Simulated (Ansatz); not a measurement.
The following input was run with Ansatz 0.2.0.

```yaml
crystal:
  lattice:
    - [0.0, 2.2185240789, 2.2185240789]
    - [2.2185240789, 0.0, 2.2185240789]
    - [2.2185240789, 2.2185240789, 0.0]
  atoms:
    - { symbol: Na, position: [0.0, 0.0, 0.0] }
    - { symbol: F, position: [0.5, 0.5, 0.5] }
basis:
  ecutwfc: 420
kpoints:
  mp_grid: { grid: [8, 8, 8] }
hamiltonian:
  xc: pbesol
scf:
  occupations: { method: gaussian, width: 0.02 }
output:
  forces: true
  stress: true
  eigenvalues: true
```

Launched with
```bash
ansatz run input.yaml --threads 1 --pin off --max-ram 2560MiB --backend cpu --events-out ev --progress --plain --runs-dir out
```

The calculation used Ansatz 0.2.0, DFT PBEsol, scalar-relativistic, plane waves, PAW.

Part of what the program printed, abridged (final results; tables in files aren't shown):

```
SCF 1 converged in 6 iterations: F = -2278.854438 eV  dr2 = 3.35e-9
SCF converged after 6 iterations
Free energy (F): -2278.854438 eV
Harris-Foulkes:  -2278.854438 eV  (|F-HF|=1.42e-9)
Internal energy: -2278.854438 eV  (E = F + TS)
E sigma→0 (E₀):  -2278.854438 eV
Fermi energy:    5.436412 eV
--- Per-component energies (eV) ---
  E_band       = -214.655912
  E_kinetic    = 330.040849
  E_local      = -1609.841427  (includes V_loc(G=0)·N_el)
  E_nonlocal   = 190.237123
  E_hartree    = 566.334583
  E_xc         = -118.581591
  E_vxc        = -153.140594  (∫ρ·V_xc dr)
  E_paw        = -447.183787  (= ΣΔE_a)
  E_vpaw       = -104.624869  (= ΣTr[D̂ρ^β])
  E_aug_tail   = 0.001944  (compensation charges beyond the density's cutoff)
  E_ewald      = -1189.959269
  E_core_change = 0.097136  (= ΣΔE_core)
  E_smearing   =  0.000000  (= −TS)
--- Forces (eV/Å), atoms counted from 1 ---
  atom   1  Na     0.00000000     0.00000000     0.00000000
  atom   2  F      0.00000000     0.00000000     0.00000000
--- Stress (GPa, compression-positive) ---
        8.278656       0.000000       0.000000
        0.000000       8.278656       0.000000
        0.000000       0.000000       8.278656
  P = ⅓ Tr σ = 8.2787 GPa (82.787 kbar)
--- Band table (eV; the first three rows and the last of 29) ---
  k-point 0: bands = ["-44.4253", "-17.3099", "-16.4349", "-16.4349", "-16.4349", "1.9763", "1.9763", "1.9763", "8.8965", "21.7131", "21.7131", "21.7131"]
  k-point 1: bands = ["-44.4217", "-17.4456", "-16.4374", "-16.4374", "-16.2732", "1.6202", "1.9259", "1.9259", "9.4956", "19.8779", "22.0103", "22.0103"]
  k-point 2: bands = ["-44.4128", "-17.6732", "-16.4434", "-16.4434", "-15.9812", "0.8954", "1.8063", "1.8063", "10.9068", "17.7832", "22.7140", "22.7140"]
  k-point 28: bands = ["-44.3924", "-17.3809", "-16.5907", "-16.5907", "-16.0458", "0.9359", "0.9359", "1.2726", "15.8784", "15.8784", "18.6237", "20.3218"]
```

The run converged.

Time: 0.47 s on 1 thread of Intel(R) Xeon(R) 6975P-C (Granite Rapids) (shared host), peak memory 0.32 GiB.